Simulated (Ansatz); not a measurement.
Input and command of a plane-wave DFT calculation in Ansatz:

```yaml
crystal:
  lattice:
    - [4.1225083522, -0.4411540303, -0.4411540303]
    - [-0.4411540303, 4.1225083522, -0.4411540303]
    - [-0.4411540303, -0.4411540303, 4.1225083522]
  atoms:
    - { symbol: Sc, position: [0.0, 0.0, 0.0] }
    - { symbol: Al, position: [0.5, 0.0, 0.5] }
    - { symbol: Al, position: [0.0, 0.5, 0.5] }
    - { symbol: Al, position: [0.5, 0.5, 0.0] }
basis:
  ecutwfc: 420
kpoints:
  mp_grid: { grid: [14, 14, 14] }
hamiltonian:
  xc: pbesol
scf:
  occupations: { method: gaussian, width: 0.15 }
output:
  forces: true
  stress: true
  eigenvalues: true
```

```bash
ansatz run input.yaml --threads 1 --pin off --max-ram 2560MiB --backend cpu --events-out ev --progress --plain --runs-dir out
```

Processor: Arm Neoverse V2, 1 thread, on a host shared with other jobs.

**Question.** Estimate time, memory and problem size.

**Answer.** About 12 s on 1 thread of Arm Neoverse V2, with other jobs on the host, peak memory 0.5 GiB. It solves 14 bands at 288 k points (the mesh reduced by symmetry) with about 1303 plane waves, in 6 SCF iterations.
